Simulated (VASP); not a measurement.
A run of VASP 6.6.1:

Contents of INCAR:

```
SYSTEM = AlN
PREC = Accurate
ENCUT = 900
EDIFF = 1E-6
ISMEAR = 0
SIGMA = 0.02
LREAL = .FALSE.
LASPH = .TRUE.
NELM = 60
ALGO = Normal
ISIF = 2
LWAVE = .FALSE.
LCHARG = .FALSE.
GGA = PS
```

The input KPOINTS:

```
Automatic mesh
0
G
  9 9 6
  0 0 0
```

The input POSCAR:

```
AlN
1.0
    3.1129900000      0.0000000000      0.0000000000
   -1.5565000000      2.6959300000      0.0000000000
    0.0000000000      0.0000000000      4.9820300000
Al N
2 2
Direct
    0.6666700000      0.3333300000      0.4990000000
    0.3333300000      0.6666700000      0.9990000000
    0.6666700000      0.3333300000      0.8810000000
    0.3333300000      0.6666700000      0.3810000000
```

Potentials or basis: VASP PAW PBE potentials, release 64 (Al, N_h).

Launch:

```console
$ cat potpaw_PBE.64/Al/POTCAR potpaw_PBE.64/N_h/POTCAR > POTCAR
$ mpirun -np 1 vasp_std > vasp.out
```

Hardware: 1 thread of Intel(R) Xeon(R) 6975P-C (Granite Rapids), on a shared host.

Task: Estimate the wall time of this run.

Result: Wall time 38 s on 1 thread of Intel(R) Xeon(R) 6975P-C (Granite Rapids) (shared host), peak memory 0.26 GiB. Counts: scf iterations 13, k points 100.
